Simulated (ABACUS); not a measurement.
# ZrO2 under changes of volume

One of the cells (10.990 Å³/atom); the others are scaled copies at fixed shape and fractional positions:

```
CELL_PARAMETERS angstrom
0.00000 2.54507 2.54507
2.54507 0.00000 2.54507
2.54507 2.54507 0.00000
ATOMIC_POSITIONS crystal
Zr 0.00000 0.00000 0.00000
O 0.75000 0.75000 0.75000
O 0.25000 0.25000 0.25000
```

Measurements of this composition are mostly on another form, of space group No. 14.

* Program: ABACUS 3.10.1
* Functional: PBE
* Potentials or basis: PseudoDojo NC SR 0.4.1 PBE standard
* Cutoff: 1143 eV
* Density cutoff: 4572 eV
* Basis: plane waves
* k mesh: 9 × 9 × 9
* Occupations: fermi-dirac, width 0.05 eV
* Spin: no spin polarisation

| volume (Å³/atom) | energy over the lowest point (meV/atom) | pressure (GPa) | gap on the mesh (eV) |
| --- | --- | --- | --- |
| 10.331 | 49.06 | 20.8 | 3.59 |
| 10.551 | 24.93 | 14.4 | 3.53 |
| 10.770 | ? | ? | ? |
| 10.990 | 1.19 | 3.2 | 3.42 |
| 11.210 | 0.00 | -1.5 | 3.36 |
| 11.430 | 5.01 | -5.8 | 3.30 |
| 11.650 | 15.62 | -9.7 | 3.25 |

Problem. What does the run at 10.770 Å³/atom give?

Solution. Energy over the lowest point 9.25 meV/atom; pressure 8.5 GPa; gap on the mesh 3.47 eV.

Worked out: A Birch-Murnaghan fit of order 3 (a polynomial in V^(-2/3)) to the other rows has its minimum at 11.14 Å³/atom with B0 = V·E''(V) = 237 GPa and B' = 4.2. It gives 9.29 meV/atom at 10.770 Å³/atom, against the run's 9.25, and -dE/dV = 8.6 GPa, against 8.5. A straight line through the other rows of the gap, of slope -2.84 eV per unit of ln V, gives 3.47 eV, against the run's 3.47.

Energies are extrapolated to zero smearing.

Caveats: an odd mesh through Γ misses points on the zone boundary, where band edges often lie. Spin-orbit coupling on Zr is left out.
